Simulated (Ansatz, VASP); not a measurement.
# One calculation of Ru, two programs

```xyz
4
Lattice="2.6650 0.0000 0.0000 0.0000 2.6650 0.0000 0.0000 0.0000 22.6533" Properties=species:S:1:pos:R:3 pbc="T T T"
Ru    1.3325    1.3325    8.5000
Ru    0.0000    0.0000   10.3844
Ru    1.3325    1.3325   12.2688
Ru    0.0000    0.0000   14.1533
```

Alike in both runs: task relaxation of the atoms; functional PBEsol; k mesh 11 × 11 × 1; occupations gaussian, width 0.1 eV; no spin polarisation.

|  | VASP | Ansatz |
| --- | --- | --- |
| version | VASP 6.6.1 | Ansatz 0.2.0 |
| potentials or method | VASP PAW PBE potentials, release 64 (Ru_pv) | scalar-relativistic, plane waves, PAW |
| plane-wave cutoff (eV) | 520 | 420 |
| valence electrons in the cell | 56 | 64 |

```csv
,VASP,Ansatz,Ansatz less VASP
"gap on the k mesh at the Fermi level, each at its own relaxed structure (eV)",none,none,-
energy change over the relaxation (meV/atom),-16,-16,-0.2
```

A gap of «none» marks a metal or a gap that the smearing closes. The two sets of potentials don't hold the same shells in valence.
